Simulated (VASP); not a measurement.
**Te: relaxation of cell and atoms with PBE+D3(BJ)**

Te:

```xyz
3
Lattice="4.4540 0.0000 0.0000 -2.2270 3.8573 0.0000 0.0000 0.0000 5.9240" Properties=species:S:1:pos:R:3 pbc="T T T"
Te    1.6279    2.8197    0.0000
Te   -0.5991    1.0376    3.9493
Te    1.1981    0.0000    1.9747
```

```
Program                : VASP 6.6.1
Task                   : relaxation of cell and atoms
Functional             : PBE
Dispersion             : D3(BJ)
Potentials or basis    : VASP PAW PBE potentials, release 64 (Te)
Cutoff                 : 600 eV
k mesh                 : 6 × 6 × 4
Occupations            : gaussian, width 0.02 eV
Spin                   : no spin polarisation
Ladder                 : gaps
Further INCAR settings : ALGO = Normal; EDIFF = 1e-06; IBRION = 2; EDIFFG = -0.02; NSW = 60; ISIF = 3
```

* Relaxed volume: 32.19 Å³/atom
* Relaxed cell: a = 4.319 Å, b = 4.319 Å, c = 5.979 Å, α = 90.00°, β = 90.00°, γ = 120.00°
* Space group after relaxing (to 0.05 Å): P3_121 (No. 152)
* Energy gained by relaxing: 10.3 meV/atom
* Ionic steps: 9
* Pressure after relaxing: 0.0 GPa
* Largest force after relaxing: 0.007 eV/Å
* Band gap on the k mesh: 0.01 eV, direct
* Dispersion energy per atom: -0.455 eV

Forces on the atoms (eV/Å):
```
Te  -0.003 -0.006  0.000
Te  -0.003  0.006  0.000
Te   0.007  0.000  0.000
```

Step by step:
| step | energy change (eV) | largest force (eV/Å) | pressure (GPa) | volume (Å³) |
| --- | --- | --- | --- | --- |
| 1 | 0.0000 | 0.1554 | -0.70 | 101.78 |
| 2 | -0.0093 | 0.2172 | 0.12 | 99.59 |
| 3 | -0.0103 | 0.2444 | 0.53 | 98.62 |
| 4 | -0.0165 | 0.2032 | 0.46 | 98.20 |
| 5 | -0.0281 | 0.0920 | 0.33 | 96.92 |
| 6 | -0.0230 | 0.0874 | 0.38 | 94.35 |
| 7 | -0.0304 | 0.0240 | 0.31 | 96.00 |
| 8 | -0.0308 | 0.0013 | -0.13 | 96.84 |
| 9 | -0.0309 | 0.0068 | 0.01 | 96.57 |

Final structure:
```
CELL_PARAMETERS angstrom
4.31872 0.00000 0.00000
-2.15936 3.74012 0.00000
0.00000 0.00000 5.97866
ATOMIC_POSITIONS crystal
Te 0.71696 0.71696 0.00000
Te 0.00000 0.28304 0.66667
Te 0.28304 0.00000 0.33333
```

Levels at points of the mesh, in eV from the valence-band top:
```
           k point  band 7  band 8  band 9  band 10  band 11  band 12
(0.00, 0.00, 0.00)   -1.74   -1.74   -1.09     1.00     1.00     1.71
(0.50, 0.00, 0.00)   -3.84   -0.85   -0.72     0.61     0.61     2.54
(0.00, 0.00, 0.50)   -1.27   -0.84   -0.84     0.29     0.38     0.38
(0.50, 0.00, 0.50)   -2.72   -2.46   -0.33     0.38     2.00     2.66
```

Run time: 3.5 min on 1 thread of Intel(R) Xeon(R) Platinum 8375C CPU @ 2.90GHz (Ice Lake), on a shared host, peak memory 0.27 GiB.

Caveat: spin-orbit coupling is left out, which moves the levels of the heavy elements. As with any semilocal functional, this PBE gap is likely too small.
